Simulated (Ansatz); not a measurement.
Crystal: Fe.

```
CELL_PARAMETERS angstrom
2.43416 0.00000 0.00000
-1.21708 2.10804 0.00000
0.00000 0.00000 3.84193
ATOMIC_POSITIONS crystal
Fe 0.66667 0.33333 0.75000
Fe 0.33333 0.66667 0.25000
```

This isn't the form of Fe at room conditions, which is bcc.

Below is the output of Ansatz 0.2.0 for this cell. Logs are shortened: lines on timing, memory, paths and dates and some standing lists are left out, and cuts for length are marked.

```text
Warning: RAYON_NUM_THREADS=2 ignored (pool sized by the plan → 2); use --threads N
Engine: ansatz 0.2.0, x86_64-unknown-linux-gnu
Pseudopotentials: kind: paw
Pseudopotential: Fe, paw, valence charge 16, recommended cutoff 420 eV (normal), Fe.paw.azcp
Functional definition: PBE
  parameter kappa = 0.804
  parameter beta = 0.06672455060314922
  exchange = pbe_x(kappa = kappa, mu = beta*pi^2/3)
  correlation = pbe_c(beta = beta)
Crystal: 2 atoms, lattice volume = 19.714 Å³
Basis set: ecut = 420 eV, 391 PW (Γ), exchange–correlation on 36×36×54 points (8 copies of the dense FFT grid, shifted against one another)
Bands: 23, of which v1, the nominal top of the filled ones, is band 16 counted from 1 (15 counted from 0)
Symmetry: 24 space group operations
Space group: P63/mmc (ITA 194), of the structure as read, at distance tolerance 2.7e-5 Å
Magnetic group: BNS 194.263 (UNI 1493), of the structure as read, at distance tolerance 2.7e-5 Å
k-points: 76 of 1008
Non-local potential: Fe, projectors of the file, l = 0: 3, l = 1: 2, l = 2: 3, l = 3: 1
PAW form: soft (Blöchl's): semilocal exchange-correlation on the pseudo side does not see the compensation charge
PAW one-centre angular grid: Fe, 590 points (default); XC on 64 Gauss nodes
Initial density: superposition of atomic densities (chi_scale 0.1, normalization cell)
Starting moments: Σ|m| = 6 μB on 2 of 2 sites
Initial wavefunctions: pseudopotential atomic-orbital guess
Functional: x = pbe(κ = 0.804, μ = 0.2195149727645171), c = pbe(β = 0.06672455060314922)
SCF iter   1: F=—  HF=-8958.971592 eV  |F-HF|=—  |Δ(HF+E_count)|=         —  Δρ=1.06e-1 (↑1.06e-1 ↓6.19e-2)  dr2=2.99e0  dr2_m=3.15e-1  M=4.752 μB ∫|m|=4.819 μB  β_m=0.30  ethr=3.10e-3  ⟨swp⟩=5.1  Hψ=13277  notcnv=0
Mixer restart at iter 1: flushing history
[... 105 lines left out ...]
the starting moments were not kept: the SCF closed with an absolute magnetisation of 6.3e-8 μB, where they sum to 6 μB in size (2 sites). That is at most 0.1 of that sum. Measured as dr2_m measures the in/out step, that magnetisation stands 3.8e-15 eV from none, at or under the dr2_threshold of 2.0e-11 eV: it is no larger than a step whose dr2_m would equal this threshold.
SCF 7 converged in 6 iterations: F = -8960.827058 eV  dr2 = 2.57e-13
relax step   7: F+E_penalty+E_count = -8960.82705794 eV  Δ(F+E_penalty+E_count) = -3.660e-6 eV  max|allowed force component| = 3.469e-17 eV/Å  Δτ_max = 0.0000 Å  P = +0.001 GPa  Ω = 20.393 Å³  stress off target by 1.22e-3 GPa  SCF on the basis re-selected at this cell (its energy is not comparable with the rows above)  (6 SCF iters)
basis re-selected at this cell: Δ(F+E_penalty+E_count) = -3.660e-6 eV, ΔP = +0.000 GPa vs the last step (what re-selecting the basis moved, of the pressure what is left beyond the Pulay correction that the steps carried, after the strain that the cell walked since its last selection, with what the two solves' SCF thresholds leave and, on support functions, any second-order correction that the steps lacked; it is no measure of the basis error at this ecutwfc). This SCF's stress stands 1.22e-3 GPa from its target on what of the cell is left free (relax.cell.stress_tol is 5.00e-2 GPa) and its largest allowed force component is 3.47e-17 eV/Å (relax.f_tol is 1.00e-2 eV/Å): within both
SCF converged after 6 iterations
Magnetization: -0.0000 μB (16.0000 up, 16.0000 down)
Absolute magnetization: 0.0000 μB (∫|ρ↑−ρ↓|, with the PAW one-centre terms)
Spin contamination: 0.0000 ħ² per cell (⟨S²⟩ above its minimum at these occupations)
Per-site moments (μB) at R_I (Å): [(-3.075211585184471e-8, 0.9940896681264139), (-3.0752115511963035e-8, 0.9940896681264139)]
Free energy (F): -8960.827058 eV
Harris-Foulkes:  -8960.827058 eV  (|F-HF|=3.64e-12)
Internal energy: -8960.806643 eV  (E = F + TS)
E sigma→0 (E₀):  -8960.816850 eV
Entropy (-TS):   -0.020415 eV (-10.208 meV/atom)
Fermi energy:    21.104734 eV
--- Per-component energies (eV) ---
  E_band       = -353.206636
  E_kinetic    = 710.519349
  E_local      = -3852.679233  (includes V_loc(G=0)·N_el)
  E_nonlocal   = 426.200395
  E_hartree    = 1630.136698
  E_xc         = -239.099408
  E_vxc        = -308.142750  (∫ρ·V_xc dr)
  E_paw        = -2726.808910  (= ΣΔE_a)
  E_vpaw       = -589.379679  (= ΣTr[D̂ρ^β])
  E_aug_tail   = 0.001845  (compensation charges beyond the density's cutoff)
  E_ewald      = -4909.077379
  E_smearing   = -0.020415  (= −TS)
  E_closure    = 0.000000  (closes the sum)
  Σ components = -8960.827058   (vs F -8960.827058, Δ=0.00e0)
--- Forces (eV/Å), atoms counted from 1 ---
  atom   1  Fe    -0.00000000    -0.00000000     0.00000000
  atom   2  Fe     0.00000000     0.00000000    -0.00000000
  max |Σ_I F_I| component: 4.63e-18 eV/Å
--- Stress (GPa, compression-positive) ---
        0.001221      -0.000000       0.000000
        0.000000       0.001221       0.000000
        0.000000       0.000000       0.000335
  P = ⅓ Tr σ = 0.0009 GPa (0.009 kbar)
--- Relaxed structure (5 steps of the walk, 5 accepted, 2 SCFs on fresh bases) ---
  F+E_penalty+E_count = -8960.82705794 eV   max|allowed force component| = 3.469e-17 eV/Å   (the final SCF, on the basis selected at the relaxed cell)
  cell:  # Å, volume = 20.3935 Å³
    - [2.4588914889263522, 2.9160863597619226e-11, 8.676938619372689e-35]
    - [-1.2294457444884301, 2.129462494544983, -2.4377000700955898e-34]
    - [9.130120903180113e-35, -3.6520483612720453e-34, 3.894768136004377]
  atoms:
    - { symbol: Fe, position: [0.6666666666666669, 0.3333333333333334, 0.75] }
    - { symbol: Fe, position: [0.3333333333333334, 0.666666666666667, 0.24999999999999997] }
```

What input gives this log?

Relaxation of cell and atoms with PBE, collinear spin, ferromagnetic start. The files as run (others can give the same):

input.yaml
```yaml
crystal:
  lattice:
    - [2.4341575853, 0.0, 0.0]
    - [-1.2170787927, 2.1080423057, 0.0]
    - [0.0, 0.0, 3.84193447]
  atoms:
    - { symbol: Fe, position: [0.6666666667, 0.3333333333, 0.75], spin: 3.0 }
    - { symbol: Fe, position: [0.3333333333, 0.6666666667, 0.25], spin: 3.0 }
hamiltonian:
  xc: pbe
  pseudopotentials: { kind: paw }
magnetization:
  spin_polarized: true
kpoints:
  mp_grid: { grid: [12, 12, 7] }
scf:
  occupations: { method: fermi_dirac, width: 0.05 }
output:
  forces: true
  stress: true
relax:
  f_tol: 0.01
  max_steps: 40
  cell: { stress_tol: 0.05 }
```

Potentials or basis: Ansatz PAW.
Command:
```console
$ ansatz run input.yaml --threads 2 --pin off --max-ram 5632MiB --backend cpu --events-out ev --progress --plain --runs-dir out
```

Caveat: the starting moments collapsed, and a magnetic state may lie lower; the plane-wave basis is chosen anew once the cell has moved, so the energies of steps on either side of that aren't comparable; the starting moments weren't kept.
